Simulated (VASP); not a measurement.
# Lattice of GaN across functionals and dispersion corrections

Aim: relax GaN at several levels and hold each cell against experiment. The levels: PBE, LDA, r2SCAN and PBE + D3(BJ). LASPH is on for some levels and off for others; the table marks which. The start is a cell from a database of measured crystal structures.

Program: VASP 6.6.1. Level of theory: PBE; plane waves and PAW (Ga_d, N), in the first sound run; inputs show where later runs differ. Results are calculated unless marked as measured.

The experiments to compare with:

For GaN, wurtzite (bulk w-GaN, literature), “Vacancy defect in bulk and at (10overline10) surface of GaN: A combined first-principles theoretical and experimental analysis” (2017, arxiv:1710.05670) quotes earlier work: lattice constant a (a, Expt. column of Table I) 3.189 Å; lattice constant c (c, Expt. column of Table I) 5.186 Å.

Most raw output is cut from this account.

The database entry behind the starting cell differs from later determinations by our own check (thin film, about 0.3 % long), so it need not match the best structure at ambient conditions.

## 1. Starting point

Before any relaxation, the start is as follows. It takes space group P6_3mc (No. 186, hexagonal). Conventional cell: a = 3.197 Å, b = 3.197 Å, c = 5.207 Å, α = 90.00°, β = 90.00°, γ = 120.00°. Nearest to Ga lie 4 N at 1.95 to 1.97 Å. Nearest to N lie 4 Ga at 1.95 to 1.97 Å. Farther neighbours and most contacts between anions are not listed.

## 2. Relaxation with PBE

The start need not lie at this functional's minimum. ISIF = 3 frees volume, shape and positions, and EDIFFG sets the threshold on forces and stress at which the search stops. PBE, the usual starting point, adds the gradient of the density.

Contents of INCAR:

```
SYSTEM = GaN
PREC = Accurate
ENCUT = 560
EDIFF = 1E-06
NELM = 100
ISMEAR = -1
SIGMA = 0.05
LREAL = .FALSE.
ALGO = Normal
GGA = PE
NBANDS = 24
LORBIT = 11
LWAVE = .FALSE.
LCHARG = .FALSE.
KPAR = 2
IBRION = 2
NSW = 60
ISIF = 3
EDIFFG = -0.01
```

Contents of POSCAR:

```
GaN
1.0
    3.1972000000      0.0000000000      0.0000000000
   -1.5986000000      2.7688564210      0.0000000000
    0.0000000000      0.0000000000      5.2070000000
Ga N
2 2
Direct
    0.6666666667      0.3333333333      0.5912000000
    0.3333333333      0.6666666667      0.0912000000
    0.6666666667      0.3333333333      0.9688000000
    0.3333333333      0.6666666667      0.4688000000
```

Contents of KPOINTS:

```
Automatic mesh
0
Gamma
8 8 5
0 0 0
```

PAW data sets: Ga_d and N (PBE family, release 64).

The run is started by

```sh
mpirun -np 2 vasp_std
```

Run time: 61 s. Hardware: 2 MPI ranks of Intel Xeon 6975P-C (Granite Rapids), shared host; peak memory 0.38 GiB; 2 min of CPU time.

The gap is read on the k-mesh alone, so it is an upper bound where the band edges lie off the mesh. The run keeps the 12 symmetry operations of its start, so it cannot find a distortion of lower symmetry.

Relaxation path:

```
step  energy less that of the first step (eV)  largest force (eV/Å)  pressure (GPa)  volume (Å³)
   1                                   0.0000                0.0523            3.60        46.10
   2                                  -0.0035                0.0189           -2.59        47.85
   3                                  -0.0106                0.0121            0.01        47.03
   4                                  -0.0106                0.0110           -0.29        47.05
   5                                  -0.0105                0.0068            0.47        46.92
   6                                  -0.0106                0.0101            0.06        47.02
   7                                  -0.0106                0.0112            0.10        47.02
   8                                  -0.0106                0.0109           -0.18        47.03
   9                                  -0.0106                0.0099            0.24        47.02
  10                                  -0.0106                0.0114            0.04        47.03
  11                                  -0.0106                0.0100            0.03        47.03
  12                                  -0.0106                0.0093            0.13        47.02
  13                                  -0.0106                0.0114            0.09        47.03
  14                                  -0.0107                0.0037            0.08        47.02
```

```
conventional cell, symmetrised  before  after  change
                         a (Å)   3.197  3.218  +0.7 %
                         b (Å)   3.197  3.218  +0.7 %
                         c (Å)   5.207  5.242  +0.7 %
              volume (Å³/atom)   11.52  11.76  +2.0 %
```

Final coordinates:

```xyz
4
Lattice="3.2184 0.0000 0.0000 -1.6092 2.7872 0.0000 0.0000 0.0000 5.2422" Properties=species:S:1:pos:R:3 pbc="T T T"
Ga    1.6092    0.9291    3.1013
Ga    0.0000    1.8581    0.4802
N     1.6092    0.9291    5.0766
N     0.0000    1.8581    2.4555
```

Numbers from this step:

* electrons: 36
* bands: 24
* irreducible k-points: 30
* symmetry operations: 12
* free energy (TOTEN): -24.32 eV
* Fermi energy: 5.898 eV
* pressure: 0.08152 GPa
* metallic: no
* valence top at k: 0, 0, 0
* conduction bottom at k: 0, 0, 0
* least direct gap at k: 0, 0, 0
* SCF cycles over all ionic steps: 74
* gap on the k-mesh: 1.716 eV
* least direct gap on the k-mesh: 1.716 eV

It ends with a largest force of 0.004 eV/Å and a pressure of 0.08 GPa. The volume lies +2.0 % from that of the database's start. The conventional cell has a = 3.218 and c = 5.242 Å.

## 3. Relaxation with LDA

This step: LDA; plane waves and PAW (Ga_d, N) (VASP 6.6.1).

LDA, the lowest rung, knows the local density alone.

INCAR: that of step 2 with these lines changed.

```diff
@@ -9,3 +9,3 @@
 ALGO = Normal
-GGA = PE
+GGA = CA
 NBANDS = 24
```

POSCAR is that of step 2.

KPOINTS is that of step 2.

The run is started by

```sh
mpirun -np 2 vasp_std
```

It took 53 s on 2 MPI ranks; peak memory 0.34 GiB; 1.7 min of CPU time.

The PAW data sets were made with PBE, though LDA sets exist; this is a small mismatch.

The steps of the relaxation:

```csv
step,energy less that of the first step (eV),largest force (eV/Å),pressure (GPa),volume (Å³)
1,0.0000,0.0522,-7.26,46.10
2,-0.0021,0.0043,8.07,42.70
3,-0.0420,0.0318,-0.04,44.33
4,-0.0420,0.0312,0.12,44.29
5,-0.0421,0.0002,0.11,44.30
6,-0.0421,0.0040,0.09,44.30
7,-0.0421,0.0031,-0.10,44.33
8,-0.0421,0.0011,0.04,44.32
```

```csv
"conventional cell, symmetrised",before,after,change
a (Å),3.197,3.155,-1.3 %
b (Å),3.197,3.155,-1.3 %
c (Å),5.207,5.142,-1.2 %
volume (Å³/atom),11.52,11.08,-3.8 %
```

Final coordinates:

```xyz
4
Lattice="3.1547 0.0000 0.0000 -1.5773 2.7320 0.0000 0.0000 0.0000 5.1425" Properties=species:S:1:pos:R:3 pbc="T T T"
Ga    1.5773    0.9107    3.0432
Ga    0.0000    1.8214    0.4720
N     1.5773    0.9107    4.9790
N     0.0000    1.8214    2.4078
```

Numbers from this step:

* free energy (TOTEN): -28.02 eV
* Fermi energy: 6.277 eV
* pressure: 0.04500 GPa
* SCF cycles over all ionic steps: 56
* gap on the k-mesh: 2.119 eV
* least direct gap on the k-mesh: 2.119 eV

It ends at 11.08 Å³/atom, -3.8 % from the start, with 0.05 GPa left. The conventional cell has a = 3.155 and c = 5.142 Å.

## 4. Relaxation with r2SCAN

This step: r2SCAN; plane waves and PAW (Ga_d, N) (VASP 6.6.1).

r2SCAN adds the kinetic-energy density, costs more than a GGA and is run with LASPH.

INCAR: that of step 3 with these lines changed.

```diff
@@ -9,3 +9,4 @@
 ALGO = Normal
-GGA = CA
+METAGGA = R2SCAN
+LASPH = .TRUE.
 NBANDS = 24
```

POSCAR is that of step 3.

KPOINTS is that of step 3.

The run is started by

```sh
mpirun -np 2 vasp_std
```

It took 3.6 min on 2 MPI ranks; peak memory 0.38 GiB.

The PAW data sets were made with PBE, which is usual practice but a small mismatch for other functionals.

The steps of the relaxation:

| step | energy less that of the first step (eV) | largest force (eV/Å) | pressure (GPa) | volume (Å³) |
| --- | --- | --- | --- | --- |
| 1 | 0.0000 | 0.0504 | -1.42 | 46.10 |
| 2 | -0.0004 | 0.0223 | 1.45 | 45.42 |
| 3 | -0.0018 | 0.0127 | 0.08 | 45.73 |
| 4 | -0.0018 | 0.0145 | -0.06 | 45.74 |
| 5 | -0.0019 | 0.0045 | 0.00 | 45.74 |

| conventional cell, symmetrised | before | after | change |
| --- | --- | --- | --- |
| a (Å) | 3.197 | 3.189 | -0.2 % |
| b (Å) | 3.197 | 3.189 | -0.2 % |
| c (Å) | 5.207 | 5.193 | -0.3 % |
| volume (Å³/atom) | 11.52 | 11.44 | -0.8 % |

Final coordinates:

```xyz
4
Lattice="3.1894 0.0000 0.0000 -1.5947 2.7621 0.0000 0.0000 0.0000 5.1925" Properties=species:S:1:pos:R:3 pbc="T T T"
Ga    1.5947    0.9207    3.0716
Ga    0.0000    1.8414    0.4754
N     1.5947    0.9207    5.0287
N     0.0000    1.8414    2.4325
```

It ends at 11.44 Å³/atom, -0.8 % from the start, with 0.00 GPa left. The conventional cell has a = 3.189 and c = 5.193 Å.

## 5. Relaxation with PBE + D3(BJ)

This step: PBE with D3(BJ); plane waves and PAW (Ga_d, N) (VASP 6.6.1).

A dispersion term adds the long-range attraction that semilocal functionals lack. D3 with Becke-Johnson damping keeps a finite attraction at short range.

INCAR: that of step 4 with these lines changed.

```diff
@@ -9,4 +9,4 @@
 ALGO = Normal
-METAGGA = R2SCAN
-LASPH = .TRUE.
+GGA = PE
+IVDW = 12
 NBANDS = 24
```

POSCAR is that of step 4.

KPOINTS is that of step 4.

The run is started by

```sh
mpirun -np 2 vasp_std
```

Run time: 27 s. Hardware: 2 MPI ranks; peak memory 0.39 GiB.

Little changed from the start: no atom moved by 0.005 Å and no cell edge by 0.1 %.

It ends at 11.52 Å³/atom, -0.1 % from the start, with 0.06 GPa left. The conventional cell has a = 3.196 and c = 5.207 Å. Against plain PBE, the dispersion term moves a by -0.7 % and c by -0.7 %.

## 6. The cells as a table

This step: relaxed cells at several levels; plane waves and PAW (VASP 6.6.1).

This step runs nothing: it gathers the runs above.

Lengths are those of the conventional cell; cost is the wall time of each run, as given at its step, times its ranks, without the set-up around it; LASPH differs between rows, which moves results and costs too. Results by level, by row:

```
       level  volume (Å³/atom)  change from the start (%)  a (Å)  c (Å)  cost (core minutes)  LASPH
         PBE             11.76                          2  3.218  5.242                 2.03    off
         LDA             11.08                       -3.8  3.155  5.142                 1.77    off
      r2SCAN             11.44                       -0.8  3.189  5.193                 7.14     on
PBE + D3(BJ)             11.52                       -0.1  3.196  5.207                  0.9    off
```

## 7. Results

* volume, PBE: 11.76 Å³/atom
* volume, LDA: 11.08 Å³/atom
* volume, r2SCAN: 11.44 Å³/atom
* volume, PBE + D3(BJ): 11.52 Å³/atom

In words: For GaN the levels give volumes between 11.08 Å³/atom (LDA) and 11.76 Å³/atom (PBE), a spread of 6.1 %, while the cost of the finished runs spans a factor of 7.9. Within 1 % of experiment on every length: r2SCAN and PBE + D3(BJ). The nearest, r2SCAN, took 7.9 times the core time of PBE + D3(BJ) and lowers the largest miss from 0.40 to 0.13 %. Thermal and zero-point expansion, often some tenths of a per cent in length, bear on this order: with the measured lengths lowered by an assumed 0.4 % the nearest is still r2SCAN. The costs hold the number of ionic steps as well as the price of the functional. Adding D3(BJ) to PBE changes the volume by -2.0 % (a by -0.7 % and c by -0.7 %). Within 0.02 Å all end in space group P6_3mc; the runs can't lower the symmetry of the start. LASPH is on for some levels and off for others, so differences between them are not the functional's alone. Each is a single relaxation on the plane waves of the start cell, so larger changes of volume carry a basis-set error that was not tested here.

Comparison with the measured values:

```
              quantity  measured             PBE             LDA          r2SCAN    PBE + D3(BJ)
lattice constant a (Å)     3.189  3.218 (+0.9 %)  3.155 (-1.1 %)  3.189 (+0.0 %)  3.196 (+0.2 %)
lattice constant c (Å)     5.186  5.242 (+1.1 %)  5.142 (-0.8 %)  5.193 (+0.1 %)  5.207 (+0.4 %)
```

Measured values from arxiv:1710.05670 (2017).

Verdict: For the lattice constant a, of the levels listed nearest comes r2SCAN (+0.0 %, good agreement) and farthest LDA (-1.1 %, fair agreement). For the lattice constant c, of the levels listed nearest comes r2SCAN (+0.1 %, good agreement) and farthest PBE (+1.1 %, fair agreement). The grades are ours: good and fair within 0.7 and 1.5 % for the lattice constant a and 0.8 and 2 % for the lattice constant c. For lattice constants the calculation has a static lattice, without zero-point motion or thermal expansion.

[Lines on the potential files, build, host, timing and source positions are cut from VASP's logs without a mark.]

[Logs are printed without paths, hosts, clocks, repeated set-up lines and the standing remarks that a program may print on its own settings, such as how far it seeks lower states.]

[Hosts, paths, dates, database ids (printed as entryN), source tags and the programs' standing remarks are cut or masked in the printed files.]

[A measured line is paired with the nearest computed mode of its activity, which favours agreement.]
